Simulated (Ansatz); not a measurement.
## Pt(111) / 1 layer Ti(0001) / Pt(111): resistance against film thickness

Aim: what a thin film of another metal adds to the resistance, first Pt(111) / 1 layer Ti(0001) / Pt(111).

Program: Ansatz 0.2.0. Level of theory: Ansatz plane-wave DFT, PBE, PAW files; ballistic transport by layer matching (Landauer), zero bias; PAW set soft_1. Results are calculated unless marked as measured.

## 1. The structure

The cell holds 9 atoms: 8 Pt and 1 Ti. Its edges and angles: a = 2.773 Å, b = 2.773 Å, c = 20.765 Å, α = 90.0°, β = 90.0°, γ = 120.0°. It derives from Pt and Ti. Regions: lead, 8 atoms (8 Pt); films, 1 atom (1 Ti). The structure is stacked along c, and the current runs across the ab planes.

## 2. With 1 layer

The film is laid into the lead at the lead's in-plane lattice, and the cell closes on the lead's own image. The mesh across the current, 30×30, is finer than the density's, because channels open and close sharply across the zone. Energies from -1 to 1 eV in steps of 0.036 eV cover the slope of the Fermi function at 300 K, so the program can form a conductance.

Input file input.yaml:

```yaml
crystal:
  lattice:
    - [2.7731313745, 0.0, 0.0]
    - [-1.3865656872, 2.4016022183, 0.0]
    - [0.0, 0.0, 20.765419384]
  atoms:
    - { symbol: Pt, position: [0.0, 0.0, 0.0545197822] }
    - { symbol: Pt, position: [0.3333333333, 0.6666666667, 0.1635593467] }
    - { symbol: Pt, position: [0.6666666667, 0.3333333333, 0.2725989112] }
    - { symbol: Pt, position: [0.0, 0.0, 0.3816384757] }
    - { symbol: Ti, position: [0.3333333333, 0.6666666667, 0.5] }
    - { symbol: Pt, position: [0.6666666667, 0.3333333333, 0.6183615243] }
    - { symbol: Pt, position: [0.0, 0.0, 0.7274010888] }
    - { symbol: Pt, position: [0.3333333333, 0.6666666667, 0.8364406533] }
    - { symbol: Pt, position: [0.6666666667, 0.3333333333, 0.9454802178] }
kpoints:
  mp_grid: { grid: [15, 15, 2] }
hamiltonian:
  xc: pbe
  pseudopotentials: { kind: paw, azcp: { folder: soft_1 } }
scf:
  occupations: { method: fermi_dirac, width: 0.1 }
output:
  transmission: { leads: [[0, 1]], kmesh: [30, 30], e_range: [-1.0, 1.0], de: 0.036 }
  write_potential: true
  write_density: true
  volumetric_format: npy
  elf: true
```

Command:

```sh
> ansatz run input.yaml --threads 4 --pin off --max-ram 8192MiB --backend cpu --events-out ev --progress --plain --runs-dir out
```

Numbers of over 12 decimals in the logs are rounded to 6 here.

The log of the run:

```text
Engine: ansatz 0.2.0, aarch64-unknown-linux-gnu
Pseudopotentials: kind: paw
Pseudopotential: Pt, paw, valence charge 18, recommended cutoff 420 eV (normal), soft_1/Pt.paw.azcp
Pseudopotential: Ti, paw, valence charge 12, recommended cutoff 420 eV (normal), soft_1/Ti.paw.azcp
Functional definition: PBE
  parameter kappa = 0.804
  parameter beta = 0.066725
  exchange = pbe_x(kappa = kappa, mu = beta*pi^2/3)
  correlation = pbe_c(beta = beta)
Crystal: 9 atoms, lattice volume = 138.297 Å³
Basis set: ecut = 420 eV, 2745 PW (Γ)
Bands: 94, of which v1, the nominal top of the filled ones, is band 78 counted from 1 (77 counted from 0)
Symmetry: 12 space group operations
Space group: P-3m1 (ITA 164), of the structure as read, at distance tolerance 5.2e-5 Å
k-points: 54 of 450
Non-local potential: Pt, projectors of the file, l = 0: 3, l = 1: 2, l = 2: 2, l = 3: 1
Non-local potential: Ti, projectors of the file, l = 0: 3, l = 1: 2, l = 2: 3, l = 3: 1
PAW form: soft (Blöchl's): semilocal exchange-correlation on the pseudo side does not see the compensation charge
PAW one-centre angular grid: Pt, 590 points (default); XC on 64 Gauss nodes
PAW one-centre angular grid: Ti, 590 points (default); XC on 64 Gauss nodes
Initial density: superposition of atomic densities (chi_scale 0.1, normalization cell, long waves of neutral atoms (reshape's long-wave potential 7.52 eV rms, cloud 2.96 Å wide))
Initial wavefunctions: pseudopotential atomic-orbital guess
Functional: x = pbe(κ = 0.804, μ = 0.219515), c = pbe(β = 0.066725)
SCF iter   1: F=—  HF=-102743.836675 eV  |F-HF|=—  |Δ(HF+E_count)|=         —  Δρ=3.98e-1  dr2=2.09e3  ethr=3.10e-3  ⟨swp⟩=5.6  Hψ=15967  notcnv=0  defer=58
preconditioner: auto → Kerker (q_TF=auto, 2.784 Å⁻¹)  [metal: Δε(μ)=0.003 eV  Ē_g=7.008 eV  σ=0.100 eV  W_gap=0.01  n_scr=60 (ndim 8)  ℏωp=28.9 eV  f_vac=0.000  D(μ)=8.10/eV (n_scr^D=98)]
SCF iter   2: F=—  HF=-102705.467511 eV  |F-HF|=—  |Δ(HF+E_count)|=    3.84e1  Δρ=1.28e-1  dr2=2.94e1  ethr=3.10e-3  ⟨swp⟩=4.2  Hψ=12869  notcnv=0  defer=120
SCF iter   3: F=—  HF=-102701.237993 eV  |F-HF|=—  |Δ(HF+E_count)|=    4.23e0  Δρ=7.31e-2  dr2=1.15e1  ethr=3.10e-3  ⟨swp⟩=2.9  Hψ=10475  notcnv=0  defer=189
SCF iter   4: F=—  HF=-102699.273784 eV  |F-HF|=—  |Δ(HF+E_count)|=    1.96e0  Δρ=5.56e-2  dr2=4.35e1  ethr=3.10e-3  ⟨swp⟩=3.9  Hψ=11615  notcnv=0  defer=192  recentre
SCF iter   5: F=—  HF=-102698.888039 eV  |F-HF|=—  |Δ(HF+E_count)|=   3.86e-1  Δρ=2.89e-2  dr2=7.78e0  ethr=3.10e-3  ⟨swp⟩=2.6  Hψ=9408  notcnv=0  defer=151
SCF iter   6: F=—  HF=-102698.693767 eV  |F-HF|=—  |Δ(HF+E_count)|=   1.94e-1  Δρ=5.49e-3  dr2=7.06e-2  ethr=3.10e-3  ⟨swp⟩=2.1  Hψ=5785  notcnv=0  defer=141
SCF iter   7: F=—  HF=-102698.677967 eV  |F-HF|=—  |Δ(HF+E_count)|=   1.58e-2  Δρ=8.66e-4  dr2=8.36e-3  ethr=4.53e-5  ⟨swp⟩=2.1  Hψ=9797  notcnv=0  defer=136
SCF iter   8: F=—  HF=-102698.677780 eV  |F-HF|=—  |Δ(HF+E_count)|=   1.87e-4  Δρ=1.31e-3  dr2=2.36e-2  ethr=5.36e-6  ⟨swp⟩=2.0  Hψ=8032  notcnv=0  defer=136  recentre
SCF iter   9: F=—  HF=-102698.677439 eV  |F-HF|=—  |Δ(HF+E_count)|=   3.41e-4  Δρ=4.38e-4  dr2=3.09e-3  ethr=5.36e-6  ⟨swp⟩=1.0  Hψ=4927  notcnv=0  defer=136
SCF iter  10: F=—  HF=-102698.677400 eV  |F-HF|=—  |Δ(HF+E_count)|=   3.84e-5  Δρ=1.49e-4  dr2=3.04e-4  ethr=1.98e-6  ⟨swp⟩=1.0  Hψ=4927  notcnv=0  defer=136
SCF iter  11: F=—  HF=-102698.677393 eV  |F-HF|=—  |Δ(HF+E_count)|=   7.04e-6  Δρ=4.88e-6  dr2=2.10e-7  ethr=1.95e-7  ⟨swp⟩=1.0  Hψ=4928  notcnv=0  defer=136
SCF iter  12: F=—  HF=-102698.677409 eV  |F-HF|=—  |Δ(HF+E_count)|=   1.61e-5  Δρ=1.54e-6  dr2=2.27e-8  ethr=6.41e-11  ⟨swp⟩=9.1  Hψ=14874  notcnv=0
SCF iter  13: F=-102698.677409 eV  HF=-102698.677409 eV  |F-HF|=2.15e-9  |Δ(HF+E_count)|=  2.91e-10  Δρ=4.17e-7  dr2=2.26e-9  ethr=1.45e-11  ⟨swp⟩=1.0  Hψ=10356  notcnv=0
SCF 1 converged in 13 iterations: F = -102698.677409 eV  dr2 = 2.26e-9
  greatest PAW one-centre occupation: 1.000 electrons in one spin orbital (limit 2), on the Pt atom at site 8 (counted from 0), in its partial waves of l = 0
transmission: 337 of 3367 steps passed
transmission: 674 of 3367 steps passed
[...]
transmission: 3367 of 3367 steps passed
SCF converged after 13 iterations
Free energy (F): -102698.677409 eV
Harris-Foulkes:  -102698.677409 eV  (|F-HF|=2.15e-9)
Internal energy: -102698.262956 eV  (E = F + TS)
E sigma→0 (E₀):  -102698.470183 eV
Entropy (-TS):   -0.414454 eV (-46.050 meV/atom)
Fermi energy:    22.069520 eV
--- Per-component energies (eV) ---
  E_band       = -1274.197277
  E_kinetic    = 5058.340016
  E_local      = -15318.380424  (includes V_loc(G=0)·N_el)
  E_nonlocal   = 1690.537143
  E_hartree    = 6164.332394
  E_xc         = -1976.849216
  E_vxc        = -2319.399289  (∫ρ·V_xc dr)
  E_paw        = -76912.920113  (= ΣΔE_a)
  E_vpaw       = -2713.971365  (= ΣTr[D̂ρ^β])
  E_aug_tail   = 0.008914  (compensation charges beyond the density's cutoff)
  E_ewald      = -21403.331672
  E_smearing   = -0.414454  (= −TS)
  E_closure    = 0.000000  (closes the sum)
  Σ components = -102698.677409   (vs F -102698.677409, Δ=0.00e0)
--- Band table (eV; the first three rows and the last of 54) ---
  k-point 0: bands = [... 74 lower, 20.4948, 20.6364, 20.7884, 20.7884, 21.0158, 21.2799, 21.2799, 21.5094, ... 12 higher]
  k-point 1: bands = [... 74 lower, 20.4582, 20.4582, 20.8335, 20.8335, 21.2327, 21.2327, 21.2547, 21.5654, ... 12 higher]
  k-point 2: bands = [... 74 lower, 20.4344, 20.5538, 20.6758, 20.8548, 20.8901, 21.2366, 21.2627, 21.7146, ... 12 higher]
  k-point 53: bands = [... 74 lower, 21.7996, 21.8286, 22.5362, 22.5362, 22.9402, 22.9402, 24.4087, 26.5722, ... 12 higher]
--- Transmission ---
  basis      : 61 plane waves across, 37 finite elements along
  points     : 91, standing for a mesh of 30 x 30
  filling    : by the input's occupations and mesh, since the crystals that have channels conduct as metals do. If one of these is a semiconductor, that mesh has misplaced its level
  energies   : 56 from -1.000000 to 0.980000 eV about the Fermi level, 0.036000 eV apart; the leads are filled to 0.000000 eV, and channels, transmission and decay are at 0.008000 eV
  crystal 0  : Pt1, at the sites [0, 1], period 2.2643 Å, over 18.11 Å; its Hamiltonian steps by up to 16.3 meV
    offset         : up to 0.0000 Å between an atom of the period and one for which it stands
    filled         : 17.7 meV over the level at which it is neutral
    channels       : 1.732222e0 a spin
    conductance    : 2.0014e15 S/m² at 300 K; may be off by some 0.0 % by where its bands' edges are placed, 2.8 % from the k-mesh, 2.7 % from the distance to neutral
    slowest decay  : 0.0683 /Å at (0.3333, 0.3000)
  junction   : crystal 0 to crystal 0, 0.70 to 19.20 Å
    transmission   : 3.680160e-1 a spin
    conductance    : 4.3536e14 S/m² at 300 K (4.1891e14 on every other point, 4.3501e14 on every other energy)
    error estimate : 0.1 % from the energy spacing and 4.1 % from band edges of the leads and from resonances (wavevectors taken as independent; lower de), 6.6 % from the k-mesh, 9.0 % from the steps of its leads' Hamiltonians or their offsets (lay more layers), 0.9 % from the distance to neutral
    resistance     : 1.7973e-3 Ω µm² beyond half of each lead's own
```

Wall time 2.2 min (4 threads of Arm Neoverse V2, shared host); peak memory 0.84 GiB.

In the SCF lines HF is the Harris–Foulkes energy and dr2 the Hartree energy of the density residual, in eV; the loop may stop once dr2 is under the threshold and the program's other checks hold. Hψ counts applications of the Hamiltonian.

This step gave:

* free energy: -102698.6774 eV
* energy at zero smearing: -102698.4702 eV
* Fermi energy: 22.07 eV
* cell area: 6.660 Å²
* step of the lead's potential: 16.3 meV
* ballistic conductance of the lead: 2.00e15 S/m²
* estimated errors of the lead's conductance: 0, 2.8, 2.7 % (band edges, k-mesh, distance from neutral)
* lead conductance per cell: 1.720 G₀
* conductance of the junction: 4.35e14 S/m²
* junction conductance per cell: 0.3742 G₀
* estimated errors of the junction's conductance: 0.1, 4.1, 6.6, 9, 0.9 % (energy step, band edges, k-mesh, leads' steps, distance from neutral)
* area resistance that the stack adds (contact term taken off, spin by spin): 1.797 fΩ m²

Per spin. Transmission, zone mean against energy, zero at the Fermi level:

| energy (eV) | transmission, zone mean |
| --- | --- |
| -1.000 | 0.441 |
| -0.928 | 0.501 |
| -0.856 | 0.466 |
| -0.784 | 0.479 |
| -0.712 | 0.486 |
| -0.676 | 0.476 |
| -0.604 | 0.443 |
| -0.532 | 0.448 |
| -0.460 | 0.446 |
| -0.388 | 0.417 |
| -0.316 | 0.408 |
| -0.244 | 0.411 |
| -0.172 | 0.394 |
| -0.100 | 0.384 |
| -0.028 | 0.379 |
| 0.008 | 0.368 |
| 0.080 | 0.352 |
| 0.152 | 0.359 |
| 0.224 | 0.310 |
| 0.296 | 0.299 |
| 0.368 | 0.306 |
| 0.440 | 0.311 |
| 0.512 | 0.332 |
| 0.584 | 0.356 |
| 0.656 | 0.370 |
| 0.692 | 0.381 |
| 0.764 | 0.401 |
| 0.836 | 0.414 |
| 0.908 | 0.399 |
| 0.980 | 0.398 |

Per spin. Open channels, zone mean, lead against energy, zero at the Fermi level:

| energy (eV) | open channels, zone mean, lead |
| --- | --- |
| -1.000 | 1.59 |
| -0.892 | 1.53 |
| -0.820 | 1.61 |
| -0.712 | 1.63 |
| -0.640 | 1.63 |
| -0.532 | 1.78 |
| -0.424 | 1.73 |
| -0.352 | 1.79 |
| -0.244 | 1.97 |
| -0.136 | 2.04 |
| -0.064 | 1.86 |
| 0.008 | 1.73 |
| 0.044 | 1.58 |
| 0.116 | 1.36 |
| 0.224 | 1.18 |
| 0.332 | 0.977 |
| 0.404 | 0.883 |
| 0.512 | 0.623 |
| 0.620 | 0.657 |
| 0.692 | 0.67 |
| 0.800 | 0.737 |
| 0.872 | 0.683 |
| 0.980 | 0.697 |

Transmission over k1 and k2. At 0.0080 eV from the Fermi level.

Ten even steps from '_' (0.000) to '@' (0.997), each cell a mean:
```
----++..__..--##@@%%--..____++--==______..==@@##%%**::______
__::--==--....--++==::::..__======______..--@@--::++**::____
______++++----::::****--::--====++______..--%%______..##--..
--::....==--::::--##++%%==::::::--::....::++@@--______..%%**
%%**--::--::....::++%%@@%%==::..::::::::--##@@**::..__..==%%
@@@@%%..------::::==**####++--::::------::%%@@@@%%%%####%%%%
==**##__%%**##**==----======----==++##%%**--****++--::::::--
..::::::==##%%@@##==--::::::::::--++%%@@##%%::--::..________
______..----**%%##++--..________..--++##%%**--::::__________
::::..----::::--++==--..__________..::==++==::::--::::..::::
::----====--....------..____________..::----::..::--++====--
----==::==--::..::====--::____________..--====--::::====::==
__________..::::::**##**==::..________..--++####==::--..____
__________..::::--%%%%@@##==::........::--++##@@%%##--::::..
--::::..::--==++==++++%%%%++==------------==++##%%++%%__++++
%%####****##%%@@@@++==++==------==++****++------==++++__@@@@
@@%%++--..--==%%@@%%--::::::....::++%%@@%%++::....::--::==%%
==##**..______--@@++--....::--::::::++%%**##::..::::--....::
..::++**________@@==..______++==------==##%%--::----====____
____..--##--..::@@--..______====++....::::::----....====--..
::______::####**@@==..______++--==____..--%%@@**::____::====
::--______::##@@@@++::______==::==______::**@@@@++..____..--
```
Columns: k1 (b1) from -0.5 to 0.467; rows upwards: k2 (b2) from -0.5 to 0.467.

Open channels over k1 and k2. At 0.0080 eV from the Fermi level.

Ten even steps from '0' (0.00) to '9' (3.00), each cell a mean:
```
997655679776556996335569665335
668865686666558966533364445333
663976665336667794655365006535
664666664333366666466664100366
668666666333346666668668524368
699363666633336666364897666567
669333335664336663333377664336
667553333466536663333357666334
663663333335534653333346645644
864866644444366643444466666668
599966666666566665666666667999
996686666555535666355555666956
644654664333335644553333446636
633365665333336653665333336666
663356685333336663356643333396
665556669735356663334665535398
696353697786666663333366666697
666300156666566666333356666656
664540056466548666553356666836
633353346333566995564447658976
843346686443368964468898644688
595566676665569596666676666669
```
Columns: k1 (b1) from -0.5 to 0.467; rows upwards: k2 (b2) from -0.5 to 0.467.

Valence density in the ca plane at fractional y = 0.667, with atoms of Pt and Ti within 0.2 Å of it. It is the smooth field of the valence electrons, not physical close to the nuclei.

Values in units of 1e0 e/Å³, 5 rows by 16 columns, each cell a mean:
```
1.5 0.3 0.4 0.3 1.5 0.7 1.1 1.2 0.2 0.2 0.2 1.2 1.1 0.8 1.5 0.3
0.9 0.4 1.4 0.4 1.0 0.5 0.7 0.7 0.2 0.7 0.2 0.8 0.7 0.5 0.9 0.4
0.3 1.2 7.2 1.2 0.4 0.2 0.3 0.3 0.6 5.9 0.6 0.3 0.3 0.2 0.3 1.2
0.3 1.5 8.8 1.5 0.3 0.2 0.2 0.3 0.8 7.9 0.8 0.3 0.2 0.2 0.3 1.5
0.7 0.6 2.7 0.6 0.6 0.4 0.5 0.6 0.3 1.6 0.3 0.5 0.5 0.4 0.7 0.6
```
Columns run along c (16.0 Å, from fractional 0.06 to 0.83 of the cell), rows up along a (2.8 Å). Atoms in or near the plane, at fractional coordinates: Pt at (0.16, 0.33), Ti at (0.50, 0.33).

Electrostatic potential energy in the ca plane at fractional y = 0.667, with atoms of Pt and Ti within 0.2 Å of it. With pseudopotentials it is smooth inside the atoms' cores, unlike the true potential.

Values in eV, 5 rows by 16 columns, each cell a mean:
```
 -2  22  20  22  -2  12   6   4  23  19  23   4   6  12  -2  22
  9  19   2  19   8  17  13  12  20   7  20  11  13  17   9  19
 21   7 -32   6  21  23  22  22  11 -17  11  22  22  23  21   6
 22   3 -33   3  23  24  23  23   8 -19   8  23  23  24  22   3
 13  16 -13  16  14  20  17  16  17  -3  17  17  17  19  13  16
```
Columns run along c (16.0 Å, from fractional 0.06 to 0.83 of the cell; values clipped at the 3rd and 97th percentile), rows up along a (2.8 Å). Atoms in or near the plane, at fractional coordinates: Pt at (0.16, 0.33), Ti at (0.50, 0.33).

ELF in the ca plane at fractional y = 0.667, with atoms of Pt and Ti within 0.2 Å of it. It is the smooth field of the valence electrons, not physical close to the nuclei.

Ten even steps from '0' (0.11) to '9' (0.74), each cell a mean:
```
54311222212354322344433311112334443223454211
54311222212354322344433311112334543223454211
33222344322233321233333002300233332122332222
22223676522222211122221048850122221111222224
22224777632222100122220189893022221001222226
22224777632222100122220189893022221001222225
22223677532222111122221048960122221111222225
33222344322233221233333003310232332112332222
```
Columns run along c (16.0 Å, from fractional 0.06 to 0.83 of the cell), rows up along a (2.8 Å). Atoms in or near the plane, at fractional coordinates: Pt at (0.16, 0.33), Ti at (0.50, 0.33).

The lead's potential steps by 16 meV from period to period, small in itself. The program estimates the junction's conductance to 6.6 % from the k-mesh, 0.9 % from the leads' distance from neutral and 9 % from their steps.

By hand: 1/G − 1/G_lead = 1/0.4354 − 1/2.001 = 1.80 fΩ m² with G in 10¹⁵ S/m².

## 3. With 3 layers, k-mesh 15×15×1, film layers 3

The stack now holds 3 film layers; the k-mesh follows the cell, and the energies span -0.27 to 0.27 eV.

System of this step: Pt(111) / 3 layers Ti(0001) / Pt(111). The cell holds 11 atoms: 8 Pt and 3 Ti. Its edges and angles: a = 2.773 Å, b = 2.773 Å, c = 26.068 Å, α = 90.0°, β = 90.0°, γ = 120.0°. It derives from Pt and Ti. Regions: lead, 8 atoms (8 Pt); films, 3 atoms (3 Ti). The structure is stacked along c, and the current runs across the ab planes.

Input file input.yaml:

```yaml
crystal:
  lattice:
    - [2.7731313745, 0.0, 0.0]
    - [-1.3865656872, 2.4016022183, 0.0]
    - [0.0, 0.0, 26.0682215806]
  atoms:
    - { symbol: Pt, position: [0.0, 0.0, 0.0434293586] }
    - { symbol: Pt, position: [0.3333333333, 0.6666666667, 0.1302880758] }
    - { symbol: Pt, position: [0.6666666667, 0.3333333333, 0.217146793] }
    - { symbol: Pt, position: [0.0, 0.0, 0.3040055101] }
    - { symbol: Ti, position: [0.3333333333, 0.6666666667, 0.3982899125] }
    - { symbol: Ti, position: [0.6666666667, 0.3333333333, 0.5] }
    - { symbol: Ti, position: [0.3333333333, 0.6666666667, 0.6017100875] }
    - { symbol: Pt, position: [0.6666666667, 0.3333333333, 0.6959944899] }
    - { symbol: Pt, position: [0.0, 0.0, 0.782853207] }
    - { symbol: Pt, position: [0.3333333333, 0.6666666667, 0.8697119242] }
    - { symbol: Pt, position: [0.6666666667, 0.3333333333, 0.9565706414] }
kpoints:
  mp_grid: { grid: [15, 15, 1] }
hamiltonian:
  xc: pbe
  pseudopotentials: { kind: paw, azcp: { folder: soft_1 } }
scf:
  occupations: { method: fermi_dirac, width: 0.1 }
output:
  transmission:
    leads: [[0, 1]]
    kmesh: [30, 30]
    e_range: [-0.27, 0.27]
    de: 0.036
  write_potential: true
  write_density: true
  volumetric_format: npy
```

The log of the run:

```text
[...]
Crystal: 11 atoms, lattice volume = 173.613 Å³
Basis set: ecut = 420 eV, 3411 PW (Γ)
Bands: 108, of which v1, the nominal top of the filled ones, is band 90 counted from 1 (89 counted from 0)
Symmetry: 6 space group operations
[...]
k-points: 27 of 225 (time reversal used)
[...]
--- Transmission ---
  basis      : 61 plane waves across, 42 finite elements along
  points     : 91, standing for a mesh of 30 x 30
[...]
filled         : 17.7 meV over the level at which it is neutral
    channels       : 1.652222e0 a spin
[...]
slowest decay  : 0.0363 /Å at (0.3667, 0.2667)
  junction   : crystal 0 to crystal 0, 0.70 to 24.50 Å
    transmission   : 1.621070e-1 a spin
[...]
resistance     : 4.6478e-3 Ω µm² beyond half of each lead's own
[key lines of the parts left out:]
SCF converged after 13 iterations
Free energy (F): -107697.763797 eV
Fermi energy:    20.191375 eV
```

Run time: 1.9 min. Hardware: 4 threads; peak memory 0.87 GiB; 5.5 min of CPU time.

This step gave:

| Property | Result |
| --- | --- |
| free energy | -107697.7638 eV |
| energy at zero smearing | -107697.5047 eV |
| Fermi energy | 20.19 eV |
| step of the lead's potential | 16.8 meV |
| lead conductance per cell | 1.721 G₀ |
| conductance of the junction | 1.94e14 S/m² |
| junction conductance per cell | 0.1670 G₀ |
| estimated errors of the junction's conductance | 1, 2.4, 11.8, 37.2, 4.5 % (energy step, band edges, k-mesh, leads' steps, distance from neutral) |
| area resistance that the stack adds (contact term taken off, spin by spin) | 4.648 fΩ m² |

Per spin. The transmission, zone mean by energy, zero at the Fermi level:

| energy (eV) | transmission, zone mean |
| --- | --- |
| -0.270 | 0.306 |
| -0.234 | 0.280 |
| -0.198 | 0.248 |
| -0.162 | 0.242 |
| -0.126 | 0.206 |
| -0.090 | 0.185 |
| -0.054 | 0.192 |
| -0.018 | 0.185 |
| 0.018 | 0.162 |
| 0.054 | 0.143 |
| 0.090 | 0.109 |
| 0.126 | 0.141 |
| 0.162 | 0.181 |
| 0.198 | 0.179 |
| 0.234 | 0.183 |
| 0.270 | 0.204 |

The conductance of the junction is 1.9e14 S/m², 55 % under the 4.4e14 S/m² of the last finished run.

[end of part 1 of 2]

[Logs are printed without paths, hosts, clocks, repeated set-up lines and the standing remarks that a program may print on its own settings, such as how far it seeks lower states.]

[Hosts, paths, dates, database ids (printed as entryN), source tags and the programs' standing remarks are cut or masked in the printed files.]
